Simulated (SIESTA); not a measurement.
Crystal: Ti.

```
CELL_PARAMETERS angstrom
2.95000 0.00000 0.00000
-1.47500 2.55477 0.00000
0.00000 0.00000 4.68000
ATOMIC_POSITIONS crystal
Ti 0.66667 0.33333 0.75000
Ti 0.33333 0.66667 0.25000
```

Base run:

* Program: SIESTA 5.4.2
* Functional: PBE
* Potentials or basis: PseudoDojo 0.4 standard (PBE files)
* Basis: DZP (energy shift 0.002 Ry)
* Grid cutoff: 800 Ry
* Energy shift: 0.002 Ry
* k mesh: 10 × 10 × 6
* Occupations: fermi-dirac, width 0.05 eV
* Spin: no spin polarisation

Its results: band gap on the k mesh none (metal or under the smearing width); pressure -1.5 GPa.

Problem. After a change of settings the same cell gave: band gap on the k mesh none (metal or under the smearing width); pressure 1.2 GPa. Which change was it?
A. basis from DZP (energy shift 0.002 Ry) to TZP (energy shift 0.003 Ry; two zetas on semicore shells); energy shift from 0.002 Ry to 0.003 Ry
B. basis from DZP (energy shift 0.002 Ry) to TZP (energy shift 0.002 Ry)
C. basis from DZP (energy shift 0.002 Ry) to DZP (energy shift 0.003 Ry; two zetas on semicore shells); energy shift from 0.002 Ry to 0.003 Ry
D. functional from PBE to vdW-DF; basis from DZP (energy shift 0.002 Ry) to DZDP (energy shift 0.002 Ry)

Solution. D.

Caveats: semicore shells carry a single zeta, which can move pressures by several GPa and volumes by a few percent; the basis of atomic orbitals isn't converged, which shifts pressures, moduli and gaps; the basis holds too few empty states to meet the f-sum rule, so the spectrum is short of weight at high energy (some runs); the potentials were made for another functional, which shifts forces and pressure (some runs).

Not every run made on this cell is shown here.
